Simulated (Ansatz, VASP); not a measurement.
# V: VASP beside Ansatz

```xyz
2
Lattice="3.0267 0.0000 0.0000 0.0000 3.0267 0.0000 0.0000 0.0000 3.0267" Properties=species:S:1:pos:R:3 pbc="T T T"
V     0.0000    0.0000    0.0000
V     1.5133    1.5133    1.5133
```

Alike in both runs: task single point; functional PBE; k mesh 9 × 9 × 9; occupations fermi-dirac, width 0.1 eV; collinear spin.

|  | VASP | Ansatz |
| --- | --- | --- |
| version | VASP 6.6.1 | Ansatz 0.2.0 |
| potentials or method | VASP PAW PBE potentials, release 64 (V_sv) | PAW, plane waves, scalar-relativistic |
| plane-wave cutoff (eV) | 520 | 420 |
| valence electrons in the cell | 26 | 26 |

```tsv
	VASP	Ansatz	Ansatz less VASP
pressure (GPa)	-4.6	-4.8	-0.20
net moment per atom (μB)	0.00	0.00	0.000
```

Ansatz warned: «no_starting_moments».
